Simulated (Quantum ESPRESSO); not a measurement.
Crystal: Ti.

```xyz
2
Lattice="2.9500 0.0000 0.0000 -1.4750 2.5548 0.0000 0.0000 0.0000 4.6800" Properties=species:S:1:pos:R:3 pbc="T T T"
Ti    1.4750    0.8516    3.5100
Ti    0.0000    1.7032    1.1700
```

| Item | Value |
| --- | --- |
| Program | Quantum ESPRESSO 7.5 |
| Task | phonons |
| Functional | PBE |
| Potentials or basis | PseudoDojo 0.4.1 SR PBE standard |
| Cutoff | 1143 eV |
| Density cutoff | 4572 eV |
| k mesh | 8 × 8 × 5 |
| Occupations | cold, width 0.2 eV |
| Spin | no spin polarisation |
| Mixing beta | 0.5 |
| Most SCF iterations | 120 |
| SCF threshold | 4e-10 Ry |

Question: Where do the zone-centre optical modes lie?

Answer: E2g at 132 cm⁻¹ (Raman); B1g at 166 cm⁻¹ (silent).

Optical modes at Γ, degenerate ones joined:
```csv
cm⁻¹,components,symmetry,active in
132,2,E2g,Raman
166,1,B1g,silent
```

Caveat: the mesh is thin for the phonons of a metal.
